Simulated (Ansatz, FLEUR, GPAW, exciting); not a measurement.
# One calculation of C, 5 ways

```
C
1.0
     0.00000    1.78337    1.78337
     1.78337    0.00000    1.78337
     1.78337    1.78337    0.00000
C
2
Direct
  0.75000 0.75000 0.75000
  0.50000 0.50000 0.50000
```

Alike in all runs: task band structure; functional RPBE; k mesh 13 × 13 × 13; occupations fermi-dirac, width 0.05 eV; no spin polarisation; no spin-orbit coupling. Pressure is positive in compression and, in plane waves, holds the error of the finite cutoff, which Ansatz's Pulay term estimates and takes out. Gaps are the smaller of the mesh's and the band path's.

```csv
program and potentials,plane-wave cutoff (eV),notes,band gap (eV),pressure (GPa)
"Ansatz, Ansatz PAW",420,"potentials made for PBE, which Ansatz adapts in part; Pulay term of +0.89 GPa included",4.14,7.94
"FLEUR, all-electron, FLAPW",-,-,4.26,-
"Ansatz, all-electron LAPW, scalar-relativistic",-,-,4.14,7.89
"exciting, all-electron LAPW+lo, shipped species files, valence relativity iora*",-,-,4.14,-
"GPAW, the program's PAW data sets (release 1.2.1) made for this functional",800,-,4.13,7.60
```

The band gap spans 4.13 (GPAW, the program's PAW data sets (release 1.2.1) made for this functional) to 4.26 eV (FLEUR, all-electron, FLAPW), with all-electron results at 4.14 to 4.26. The pressure spans 7.60 (GPAW, the program's PAW data sets (release 1.2.1) made for this functional) to 7.94 GPa (Ansatz, Ansatz PAW), with all-electron results at 7.89. Some sets were made for another functional than the one run, which can shift their rows. The paths' points differ, which is worth about 0.01 eV.

Differences between rows come from potentials, basis sets and numerical settings, since the functional is the same but for its coding. Runs on potential files found faulty are left out.
